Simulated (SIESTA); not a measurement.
Ta2C:

```xyz
3
Lattice="3.1059 0.0000 0.0000 -1.5530 2.6898 0.0000 0.0000 0.0000 4.9464" Properties=species:S:1:pos:R:3 pbc="T T T"
Ta    1.5530    0.8966    3.6999
Ta    0.0000    1.7932    1.2465
C     0.0000    0.0000    0.0000
```

```yaml
Program: SIESTA 5.4.2
Task: single point
Functional: PBEsol
Potentials_or_basis: PseudoDojo 0.4 standard (PBEsol files)
Basis: DZP (energy shift 0.003 Ry; two zetas on semicore shells)
Grid_cutoff: 800 Ry
Energy_shift: 0.003 Ry
k_mesh: 10 × 10 × 6
Occupations: fermi-dirac, width 0.05 eV
Spin: no spin polarisation
```

On this cell: pressure -1.6 GPa; largest force 0.408 eV/Å; band gap on the k mesh none (metal or under the smearing width).

The same run follows on a disturbed copy (atoms moved at random, drawn with an rms of 0.05 Å):

```
Ta C
1.0
     3.10590    0.00000    0.00000
    -1.55295    2.68979    0.00000
     0.00000    0.00000    4.94640
Ta C
2 1
Direct
  0.67865 0.34142 0.75177
  0.32986 0.66621 0.25917
  0.01100 0.99955 0.00600
```

**Question.** What does the disturbed cell give?

**Answer.** The energy (extrapolated to zero smearing) moves by +2.9 meV/atom; pressure -2.0 GPa; largest force 0.562 eV/Å; band gap on the k mesh none (metal or under the smearing width).

Forces in eV/Å, atoms in the order of the input:
```
Ta   0.066 -0.231 -0.121
Ta   0.446  0.003  0.176
C   -0.511  0.227 -0.055
```

Stress tensor (GPa, compression positive):
```
-1.27  0.01  1.01
 0.01 -1.36  0.60
 1.01  0.60 -3.49
```

Caveats: short orbitals over semicore shells can move pressures by several GPa; the basis of atomic orbitals isn't converged, which shifts pressures, moduli and gaps.
